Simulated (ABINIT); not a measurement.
# Ge (P4/mmm) in ABINIT: reference runs

Aim: a first look at Ge with PBE, on the cell as given and on a disturbed one.

Program: ABINIT 10.8.3 (patched build). These are calculated values, not measurements. Logs are shortened: lines on timing, memory, paths and dates and some standing lists are left out, and cuts for length are marked. The log counts tension as positive stress, the text compression.

### Step 1. The structure

Symmetry: P4/mmm, No. 123, tetragonal system. Conventional cell: a = 5.241 Å, b = 5.241 Å, c = 2.655 Å, α = 90.00°, β = 90.00°, γ = 90.00°. Around Ge (site symmetry 4/mmm) lie 6 Ge at 2.62 to 2.66 Å. Ge (site symmetry mmm) has 4 Ge at 2.62 to 2.66 Å as nearest neighbours.

The cell was built by a generator and needn't be a form met in nature.

### Step 2. Single point, PBE

File run.abi:

```
# Pseudopotentials
pp_dirpath "./"
pseudos "Ge.GGA_PBE-JTH.xml"

# Structure
acell 9.9032609342 9.9032609342 5.0179031623
rprim
     1.0000000000     0.0000000000     0.0000000000
     0.0000000000     1.0000000000     0.0000000000
     0.0000000000     0.0000000000     1.0000000000
ntypat 1
znucl 32
natom 3
typat 1 1 1
xred
     0.0000000000     0.0000000000     0.0000000000
     0.0000000000     0.5000000000     0.0000000000
     0.5000000000     0.0000000000     0.0000000000

# Plane-wave basis
ecut 22.0
pawecutdg 44.0
pawxcdev 0

# k points
kptopt 1
ngkpt 5 5 10
nshiftk 1
shiftk 0.0 0.0 0.0

# Exchange and correlation
ixc 11

# Bands and occupations
nband 26
occopt 3
tsmear 0.00183747

# SCF cycle
nstep 100
tolvrs 1.0e-9

# Output
iomode 3
prtwf 0
prteig 0
prtebands 0
enunit 2
prtden 1
prtvha 1
prtvclmb 1
prtpot 1
```

Potentials or basis: JTH PAW PBE v2.0.

On the command line:

```console
$ abinit run.abi > log 2>&1
```

run.abo:

```text
.Version 10.8.3 of ABINIT
 Symmetries : space group P4/m m m (#123); Bravais tP (primitive tetrag.)
================================================================================
 Values of the parameters that define the memory need of the present run
     intxc =       0    ionmov =       0      iscf =      17    lmnmax =      18
     lnmax =       6     mgfft =      45  mpssoang =       3    mqgrid =    3001
     natom =       3  nloc_mem =       2    nspden =       1   nspinor =       1
    nsppol =       1      nsym =      16    n1xccc =       1    ntypat =       1
    occopt =       3   xclevel =       2
       mpw =        2440          nfft =       48600          nkpt =          36
 PAW method is used; the additional fine FFT grid is defined by:
   mgfftf=        60    nfftf =    108000
================================================================================
================================================================================

--------------------------------------------------------------------------------
------------- Echo of variables that govern the present computation ------------
--------------------------------------------------------------------------------
 -outvars: echo values of preprocessed input variables --------
            acell      9.9032609342E+00  9.9032609342E+00  5.0179031623E+00 Bohr
              amu      7.26100000E+01
             ecut      2.20000000E+01 Hartree
           enunit           2
              ixc          11
         kptrlatt        5    0    0      0    5    0      0    0   10
          kptrlen      4.95163047E+01
            natom           3
            nband          26
            ngfft          45      45      24
          ngfftdg          60      60      30
             nkpt          36
            nstep         100
             nsym          16
           ntypat           1
           occopt           3
        pawecutdg      4.40000000E+01 Hartree
         pawxcdev           0
        prtebands           0
           prteig           0
           prtpot           1
         prtvclmb           1
           prtvha           1
            prtwf           0
          spgroup         123
           tolvrs      1.00000000E-09
           tsmear      1.83747000E-03 Hartree
            typat      1  1  1
           useylm           1
           xangst      0.0000000000E+00  0.0000000000E+00  0.0000000000E+00
                       0.0000000000E+00  2.6202899982E+00  0.0000000000E+00
                       2.6202899982E+00  0.0000000000E+00  0.0000000000E+00
            xcart      0.0000000000E+00  0.0000000000E+00  0.0000000000E+00
                       0.0000000000E+00  4.9516304671E+00  0.0000000000E+00
                       4.9516304671E+00  0.0000000000E+00  0.0000000000E+00
             xred      0.0000000000E+00  0.0000000000E+00  0.0000000000E+00
                       0.0000000000E+00  5.0000000000E-01  0.0000000000E+00
                       5.0000000000E-01  0.0000000000E+00  0.0000000000E+00
            znucl       32.00000

================================================================================

 chkinp: Checking input parameters for consistency.

================================================================================
== DATASET  1 ==================================================================

--- !DatasetInfo
iteration_state: {dtset: 1, }
dimensions: {natom: 3, nkpt: 36, mband: 26, nsppol: 1, nspinor: 1, nspden: 1, mpw: 2440, }
cutoff_energies: {ecut:  22.0, pawecutdg:  44.0, }
electrons: {nelect:   4.20000000E+01, charge:   0.00000000E+00, occopt:   3.00000000E+00, tsmear:   1.83747000E-03, }
meta: {optdriver: 0, ionmov: 0, optcell: 0, iscf: 17, paral_kgb: 0, }
...

 Exchange-correlation functional for the present dataset will be:
  GGA: Perdew-Burke-Ernzerhof functional - ixc=11
  J.P.Perdew, K.Burke, M.Ernzerhof, PRL 77, 3865 (1996)

 Real(R)+Recip(G) space primitive vectors, cartesian coordinates (Bohr,Bohr^-1):
 R(1)=  9.9032609  0.0000000  0.0000000  G(1)=  0.1009768  0.0000000  0.0000000
 R(2)=  0.0000000  9.9032609  0.0000000  G(2)=  0.0000000  0.1009768  0.0000000
 R(3)=  0.0000000  0.0000000  5.0179032  G(3)=  0.0000000  0.0000000  0.1992864
 Unit cell volume ucvol=  4.9212873E+02 bohr^3
 Angles (23,13,12)=  9.00000000E+01  9.00000000E+01  9.00000000E+01 degrees

 Coarse grid specifications (used for wave-functions):

 getcut: wavevector=  0.0000  0.0000  0.0000  ngfft=  45  45  24
         ecut(hartree)=     22.000   => boxcut(ratio)=   2.10425

 Fine grid specifications (used for densities):

 getcut: wavevector=  0.0000  0.0000  0.0000  ngfft=  60  60  30
         ecut(hartree)=     44.000   => boxcut(ratio)=   2.00220

--- Pseudopotential description ------------------------------------------------
- pspini: atom type   1  psp file is ./Ge.GGA_PBE-JTH.xml
 Pseudopotential format is: paw10
 basis_size (lnmax)=  6 (lmn_size= 18), orbitals=   0   0   1   1   2   2
 Spheres core radius: rc_sph= 2.30476891
 Shapefunction is SIN type: shapef(r)=[sin(pi*r/rshp)/(pi*r/rshp)]**2
 Radius for shape functions =  1.99988291
 Compensation charge density is not taken into account in XC energy/potential

   2.55315340E+03                                ecore*ucvol(ha*bohr**3)
--------------------------------------------------------------------------------

================================================================================

--- !BeginCycle
iteration_state: {dtset: 1, }
solver: {iscf: 17, nstep: 100, nline: 4, wfoptalg: 10, }
tolerances: {tolvrs: 1.00E-09, }
...

     iter   Etot(hartree)      deltaE(h)  residm     nres2
 ETOT  1  -284.69968103314    -2.847E+02 5.580E+00 3.094E+00
 ETOT  2  -286.68861723464    -1.989E+00 3.864E-01 9.868E-01
 ETOT  3  -286.68257279624     6.044E-03 2.659E-01 2.338E-01
 ETOT  4  -286.68063400193     1.939E-03 4.993E-02 3.418E-02
 ETOT  5  -286.68040256498     2.314E-04 3.928E-02 1.377E-02
 ETOT  6  -286.68030206330     1.005E-04 1.233E-02 2.146E-03
 ETOT  7  -286.68032302434    -2.096E-05 7.112E-03 6.136E-04
 ETOT  8  -286.68032312439    -1.001E-07 5.116E-03 7.105E-05
 ETOT  9  -286.68032528314    -2.159E-06 3.168E-03 3.975E-05
 ETOT 10  -286.68032563420    -3.511E-07 1.724E-03 7.621E-06
 ETOT 11  -286.68032564702    -1.282E-08 1.077E-03 1.594E-06
 ETOT 12  -286.68032577665    -1.296E-07 7.293E-04 2.868E-07
 ETOT 13  -286.68032580155    -2.490E-08 4.163E-04 1.507E-07
 ETOT 14  -286.68032579803     3.520E-09 5.713E-04 5.235E-09
 ETOT 15  -286.68032580303    -5.004E-09 1.655E-04 2.051E-08
 ETOT 16  -286.68032580304    -7.390E-12 3.887E-04 8.833E-09
 ETOT 17  -286.68032580298     5.838E-11 1.083E-04 2.221E-09
 ETOT 18  -286.68032580299    -3.354E-12 2.384E-04 7.586E-10

 At SCF step   18       nres2   =  7.59E-10 < tolvrs=  1.00E-09 =>converged.

 Cartesian components of stress tensor (hartree/bohr^3)
  sigma(1 1)=  2.43449540E-05  sigma(3 2)=  0.00000000E+00
  sigma(2 2)=  2.43449540E-05  sigma(3 1)=  0.00000000E+00
  sigma(3 3)=  1.55850967E-05  sigma(2 1)=  0.00000000E+00

--- !ResultsGS
iteration_state: {dtset: 1, }
comment   : Summary of ground state results
lattice_vectors:
- [  9.9032609,   0.0000000,   0.0000000, ]
- [  0.0000000,   9.9032609,   0.0000000, ]
- [  0.0000000,   0.0000000,   5.0179032, ]
lattice_lengths: [   9.90326,    9.90326,    5.01790, ]
lattice_angles: [ 90.000,  90.000,  90.000, ] # degrees, (23, 13, 12)
lattice_volume:   4.9212873E+02
convergence: {deltae: -3.354E-12, res2:  7.586E-10, residm:  2.384E-04, diffor: null, }
etotal    :  -2.86680326E+02
entropy   :   0.00000000E+00
fermie    :   2.20238137E-01
cartesian_stress_tensor: # hartree/bohr^3
- [  2.43449540E-05,   0.00000000E+00,   0.00000000E+00, ]
- [  0.00000000E+00,   2.43449540E-05,   0.00000000E+00, ]
- [  0.00000000E+00,   0.00000000E+00,   1.55850967E-05, ]
pressure_GPa:  -6.3035E-01
xred      :
- [  0.0000E+00,   0.0000E+00,   0.0000E+00, Ge]
- [  0.0000E+00,   5.0000E-01,   0.0000E+00, Ge]
- [  5.0000E-01,   0.0000E+00,   0.0000E+00, Ge]
cartesian_forces: # hartree/bohr
- [ -0.00000000E+00,  -0.00000000E+00,  -0.00000000E+00, ]
- [ -0.00000000E+00,  -0.00000000E+00,  -0.00000000E+00, ]
- [ -0.00000000E+00,  -0.00000000E+00,  -0.00000000E+00, ]
force_length_stats: {min:   0.00000000E+00, max:   0.00000000E+00, mean:   0.00000000E+00, }
...

 Integrated electronic density in atomic spheres:
 ------------------------------------------------
 Atom  Sphere_radius  Integrated_density
    1        2.30477         12.28535855
    2        2.30477         12.16907920
    3        2.30477         12.16907920

================================================================================

 ----iterations are completed or convergence reached----

 Mean square residual over all n,k,spin=   32.406E-08; max=  23.841E-05
 reduced coordinates (array xred) for    3 atoms
       0.000000000000      0.000000000000      0.000000000000
       0.000000000000      0.500000000000      0.000000000000
       0.500000000000      0.000000000000      0.000000000000
 rms dE/dt=  0.0000E+00; max dE/dt=  0.0000E+00; dE/dt below (all hartree)
    1       0.000000000000      0.000000000000      0.000000000000
    2       0.000000000000      0.000000000000      0.000000000000
    3       0.000000000000      0.000000000000      0.000000000000

 cartesian coordinates (angstrom) at end:
    1      0.00000000000000     0.00000000000000     0.00000000000000
    2      0.00000000000000     2.62028999822466     0.00000000000000
    3      2.62028999822466     0.00000000000000     0.00000000000000

 cartesian forces (hartree/bohr) at end:
    1     -0.00000000000000    -0.00000000000000    -0.00000000000000
    2     -0.00000000000000    -0.00000000000000    -0.00000000000000
    3     -0.00000000000000    -0.00000000000000    -0.00000000000000
 frms,max,avg= 0.0000000E+00 0.0000000E+00   0.000E+00  0.000E+00  0.000E+00 h/b

 cartesian forces (eV/Angstrom) at end:
    1     -0.00000000000000    -0.00000000000000    -0.00000000000000
    2     -0.00000000000000    -0.00000000000000    -0.00000000000000
    3     -0.00000000000000    -0.00000000000000    -0.00000000000000
 frms,max,avg= 0.0000000E+00 0.0000000E+00   0.000E+00  0.000E+00  0.000E+00 e/A
 length scales=  9.903260934200  9.903260934200  5.017903162300 bohr
              =  5.240579996449  5.240579996449  2.655359998206 angstroms
 Fermi (or HOMO) energy (hartree) =   0.22024   Average Vxc (hartree)=  -0.33491
 Eigenvalues (hartree) for nkpt=  36  k points:
 kpt#   1, nband= 26, wtk=  0.00400, kpt=  0.0000  0.0000  0.0000 (reduced coord)
  -0.69210   -0.69164   -0.69050   -0.68985   -0.68875   -0.68702   -0.68523   -0.68523
  -0.68415   -0.68415   -0.68393   -0.68068   -0.67886   -0.67886   -0.67877   -0.23533
  -0.10777   -0.01478    0.03651    0.03651    0.22351    0.22351    0.36710    0.38304
   0.49965    0.54027
      occupation numbers for kpt#   1
   2.00000    2.00000    2.00000    2.00000    2.00000    2.00000    2.00000    2.00000
   2.00000    2.00000    2.00000    2.00000    2.00000    2.00000    2.00000    2.00000
   2.00000    2.00000    2.00000    2.00000    0.28909    0.28909    0.00000    0.00000
   0.00000    0.00000
 prteigrs : prtvol=0 or 1, do not print more k-points.

 Fermi (or HOMO) energy (eV) =   5.99299   Average Vxc (eV)=  -9.11340
 Eigenvalues (   eV  ) for nkpt=  36  k points:
 kpt#   1, nband= 26, wtk=  0.00400, kpt=  0.0000  0.0000  0.0000 (reduced coord)
 -18.83304  -18.82049  -18.78949  -18.77165  -18.74171  -18.69481  -18.64603  -18.64603
 -18.61670  -18.61670  -18.61067  -18.52222  -18.47282  -18.47282  -18.47028   -6.40362
  -2.93266   -0.40209    0.99354    0.99354    6.08189    6.08189    9.98919   10.42292
  13.59626   14.70162
 prteigrs : prtvol=0 or 1, do not print more k-points.

--- !EnergyTerms
iteration_state     : {dtset: 1, }
comment             : Components of total free energy in Hartree
kinetic             :  1.93844070492671E+01
hartree             :  7.22997157521758E+01
xc                  : -6.84167655985535E+00
Ewald energy        : -1.40967539803602E+02
psp_core            :  5.18797874995700E+00
local_psp           : -2.28893578759372E+02
PAW spherical_terms : -6.84910067837239E+00
internal            : -2.86679794249802E+02
'-kT*entropy'       : -5.22544141185751E-04
total_energy        : -2.86680316793943E+02
total_energy_eV     : -7.80096882940018E+03
...

--- !EnergyTermsDC
iteration_state     : {dtset: 1, }
comment             : '"Double-counting" decomposition of free energy'
band_energy         : -2.01823830405983E+01
Ewald energy        : -1.40967539803602E+02
psp_core            :  5.18797874995700E+00
xc_dc               : -7.05272210959360E+01
PAW spherical_terms : -6.01906380686669E+01
internal            : -2.86679803258846E+02
'-kT*entropy'       : -5.22544141185751E-04
total_energy_dc     : -2.86680325802987E+02
total_energy_dc_eV  : -7.80096907454876E+03
...

--- !EnergyTermsWithPAWCore
iteration_state     : {dtset: 1, }
comment             : 'Components of total free energy, including PAW core contributions'
Total energy        : -6.29693504906711E+03
Total energy DC     : -6.29693505807616E+03
Total energy (eV)   : -1.71348331786021E+05
Total energy DC (eV): -1.71348332031169E+05
...

 Cartesian components of stress tensor (hartree/bohr^3)
  sigma(1 1)=  2.43449540E-05  sigma(3 2)=  0.00000000E+00
  sigma(2 2)=  2.43449540E-05  sigma(3 1)=  0.00000000E+00
  sigma(3 3)=  1.55850967E-05  sigma(2 1)=  0.00000000E+00

-Cartesian components of stress tensor (GPa)         [Pressure= -6.3035E-01 GPa]
- sigma(1 1)=  7.16253275E-01  sigma(3 2)=  0.00000000E+00
- sigma(2 2)=  7.16253275E-01  sigma(3 1)=  0.00000000E+00
- sigma(3 3)=  4.58529374E-01  sigma(2 1)=  0.00000000E+00

== END DATASET(S) ==============================================================
================================================================================

 -outvars: echo values of variables after computation  --------
            acell      9.9032609342E+00  9.9032609342E+00  5.0179031623E+00 Bohr
           etotal     -2.8668032580E+02
            fcart     -0.0000000000E+00 -0.0000000000E+00 -0.0000000000E+00
                      -0.0000000000E+00 -0.0000000000E+00 -0.0000000000E+00
                      -0.0000000000E+00 -0.0000000000E+00 -0.0000000000E+00
           strten      2.4344953993E-05  2.4344953993E-05  1.5585096659E-05
                       0.0000000000E+00  0.0000000000E+00  0.0000000000E+00
           xangst      0.0000000000E+00  0.0000000000E+00  0.0000000000E+00
                       0.0000000000E+00  2.6202899982E+00  0.0000000000E+00
                       2.6202899982E+00  0.0000000000E+00  0.0000000000E+00
             xred      0.0000000000E+00  0.0000000000E+00  0.0000000000E+00
                       0.0000000000E+00  5.0000000000E-01  0.0000000000E+00
                       5.0000000000E-01  0.0000000000E+00  0.0000000000E+00
 Calculation completed.
```

It took 1.9 min on 1 thread of Arm Neoverse V1, shared host; peak memory 0.18 GiB.

What came out:

| Item | Value |
| --- | --- |
| Free energy | -7800.9691 eV |
| Pressure | -0.6 GPa |
| Band gap on the k mesh | none (metal or under the smearing width) |
| Valence electrons inside the program's atomic spheres | Ge 12.29, 12.17 (radii [1.2196] Å) |

Stress tensor (GPa, compression positive):
```
-0.72  0.00  0.00
 0.00 -0.72  0.00
 0.00  0.00 -0.46
```

Levels at points of the mesh, in eV from the Fermi level:
| k point | band 17 | band 18 | band 19 | band 20 | band 21 | band 22 | band 23 | band 24 | band 25 | band 26 |
| --- | --- | --- | --- | --- | --- | --- | --- | --- | --- | --- |
| (0.00, 0.00, 0.00) | -8.93 | -6.40 | -5.00 | -5.00 | 0.09 | 0.09 | 4.00 | 4.43 | 7.60 | 8.71 |
| (0.00, 0.00, 0.50) | -5.27 | -4.59 | -2.49 | -1.78 | -1.78 | -1.70 | -0.64 | 3.44 | 3.44 | 4.07 |

(Continued in part 2 of 2.)
